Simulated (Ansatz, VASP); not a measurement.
## BeS in VASP and in Ansatz

```
CELL_PARAMETERS angstrom
0.00000 2.43817 2.43817
2.43817 0.00000 2.43817
2.43817 2.43817 0.00000
ATOMIC_POSITIONS crystal
Be 0.25000 0.25000 0.25000
S 0.00000 0.00000 0.00000
```

Alike in both runs: functional PBE; k mesh 6 × 6 × 6; occupations gaussian, width 0.1 eV; no spin polarisation.

Ansatz relaxed the structure, and its values are those at the end. VASP's run is a single point on that final structure, the one shown.

|  | VASP | Ansatz |
| --- | --- | --- |
| version | VASP 6.6.1 | Ansatz 0.2.0 |
| potentials or method | VASP PAW PBE potentials, release 64 (Be, S) | scalar-relativistic, plane waves, PAW |
| plane-wave cutoff (eV) | 520 | 420 |
| valence electrons in the cell | 8 | 8 |

Ansatz gave:

* gap on the k mesh at the Fermi level (eV): 3.14
* least direct gap on the mesh (eV): 5.66
* pressure (GPa): 0.0

What did VASP give for the same quantities?

gap on the k mesh at the Fermi level (eV): 3.15; least direct gap on the mesh (eV): 5.67; pressure (GPa): 0.0.

A k mesh can miss the band edges.
